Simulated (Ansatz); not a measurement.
**A Si vacancy next to a Si vacancy in diamond Si, 126 atoms, charge −1**

All numbers come from Ansatz (PAW, plane waves, no spin–orbit coupling) at the single k point (¼, ¼, ¼) without its symmetry partners. The atoms were relaxed with PBEsol in a fixed cell; other functionals are single points on those atoms unless said otherwise. The valence top and gap of the host come from its small cell on a dense mesh, with the band extrema sought between the mesh points, lined up by the mean potential, PBEsol gap 0.46 eV, r²SCAN gap 0.76 eV. The charge correction uses an assumed dielectric constant of 11.7.

Cell: a = 15.366 Å, b = 15.366 Å, c = 15.366 Å, α = 60.00°, β = 60.00°, γ = 60.00°.

Nearest atoms after relaxation, from the placed atom (for vacancies from the middle of the vacant sites): Si at 2.77 Å, Si at 2.78 Å, Si at 2.78 Å, Si at 2.78 Å, Si at 2.78 Å, Si at 2.79 Å.

Chemical potentials μ are those of reference phases of the elements at zero temperature by the same functional (the usual solids, diamond for C, grey Sn, and the molecules H2, N2, O2, F2, Cl2, Br2 and S8).

```
functional  E(defect) − E(host) − Σ nμ + q·E_VBM (eV)  monopole (eV)  alignment (eV)  formation energy at E_F = VBM (eV)  moment (μB)            wall time, shared host
    PBEsol                                       4.86           0.13            0.15                                5.14          1.0  44 s on NVIDIA H100 (relaxation)
```

Task: Estimate the formation energy and moment that r²SCAN gives on these atoms.

Result: 5.80 eV at E_F = VBM (5.51 eV before the monopole term 0.13 eV and the alignment 0.16 eV), moment 1.0 (absolute 2.7) μB.

r²SCAN one-electron levels near the gap (the ten most localised at most), from the host's valence top, not corrected for the charge's images:

| level (eV) | spin | filling | atoms sharing it | element of the atom with most weight |
| --- | --- | --- | --- | --- |
| -0.25 | up | 1.00 | 105.6 | spread |
| -0.24 | down | 1.00 | 107.1 | spread |
| 0.30 | up | 1.00 | 14.3 | Si |
| 0.32 | down | 1.00 | 13.3 | Si |
| 0.35 | up | 1.00 | 18.5 | Si |
| 0.68 | down | 0.00 | 15.7 | Si |
| 0.78 | up | 0.00 | 18.8 | Si |
| 0.93 | up | 0.00 | 23.5 | Si |
| 0.97 | up | 0.00 | 78.2 | spread |
| 1.04 | down | 0.00 | 13.4 | Si |

One k point and a cell of this size can leave errors of several tenths of an eV in such numbers.
